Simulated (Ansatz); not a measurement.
## How far is PAW off for ZnCu?

```
CELL_PARAMETERS angstrom
2.94500 0.00000 0.00000
0.00000 2.94500 0.00000
0.00000 0.00000 2.94500
ATOMIC_POSITIONS crystal
Zn 0.50000 0.50000 0.50000
Cu 0.00000 0.00000 0.00000
```

Atoms are numbered in the order listed.

Conventional cell: a = 2.945 Å, b = 2.945 Å, c = 2.945 Å, α = 90.00°, β = 90.00°, γ = 90.00°. Around Zn (atom 1) lie 8 Cu at 2.55 Å. Around Cu (atom 2) lie 8 Zn at 2.55 Å.

The cell is COD entry 9008814, as deposited and not checked against the literature; nothing was relaxed.

Methods: DFT, PBE, PAW with Ansatz's default frozen-core files, fully relativistic files with spin-orbit coupling (Ansatz 0.2.0); DFT, PBE, all-electron LAPW, Dirac equation with spin-orbit coupling (Ansatz 0.2.0).

For PAW: a Γ-centred 14×14×14 k mesh, Fermi–Dirac smearing of 0.05 eV, cutoff 420 eV, no spin polarisation. LAPW targets a basis error of 0.5 meV/atom. The Ansatz runs share mesh, smearing and spin set-up. Plane-wave (PAW) pressures include the program's estimate of the Pulay term.

Stress and pressure are positive in compression.

Levels count from the Fermi level.

```
                      quantity     PAW    LAPW
                pressure (GPa)    2.23    2.21
highest filled level at Γ (eV)  -2.601  -2.599
  lowest empty level at Γ (eV)   5.984   5.987
highest filled level at X (eV)  -1.989  -1.987
  lowest empty level at X (eV)  11.567  11.571
```

PAW's pressure differs from the LAPW value by +0.02 GPa.
